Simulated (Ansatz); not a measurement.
How far is this CdTe from the hull?

Method: Ansatz, DFT PBE, scalar-relativistic, plane waves, PAW. Settings: cutoff 420 eV, Γ-centred meshes spaced at most about 0.3 Å⁻¹ (2π included), Gaussian smearing. No spin polarisation.

Energies over the elements count from the elements' standard structures at the same level, with no fitted energy shifts.

Temperature and zero-point effects are left out. Spin–orbit coupling, which can matter for Te, is left out. The reference form of Te is held partly by dispersion forces, which this level lacks.

The competitors are the elements and 1 reference phase of this chemical system (from databases or known types: CdTe), relaxed at the same level; other known phases may be missing.

The candidate was reached from: 4-connected net, two elements alternating.

```cif
data_structure
_symmetry_space_group_name_H-M 'P 1'
_symmetry_Int_Tables_number 1
_cell_length_a 4.7982
_cell_length_b 4.7982
_cell_length_c 11.5129
_cell_angle_alpha 90.000
_cell_angle_beta 90.000
_cell_angle_gamma 90.000
_cell_volume 265.06
loop_
_atom_site_label
_atom_site_type_symbol
_atom_site_fract_x
_atom_site_fract_y
_atom_site_fract_z
_atom_site_occupancy
Cd1 Cd 0.14202 0.50000 0.25000 1
Cd2 Cd 0.50000 0.85798 0.50000 1
Cd3 Cd 0.50000 0.14202 0.00000 1
Cd4 Cd 0.85798 0.50000 0.75000 1
Te1 Te 0.00000 0.52537 0.50000 1
Te2 Te 0.47463 0.00000 0.25000 1
Te3 Te 0.52537 0.00000 0.75000 1
Te4 Te 0.00000 0.47463 0.00000 1
```

Question: Is it stable, and against what?

Answer: Not the lowest form: another structure of the same formula lies lower. Its formation energy is -0.254 eV/atom. The lowest competing phase at this composition is this:

| phase | space group | source | share of atoms | ΔE_f (eV/atom) |
| --- | --- | --- | --- | --- |
| CdTe | F-43m (No. 216) | COD | 1.0000 | -0.464 |

The candidate lies 0.21 eV/atom above this phase. The candidate matches no cell in the subsets of the Crystallography Open Database and the Materials Project at hand. The margin is far too high for a likely synthesis.
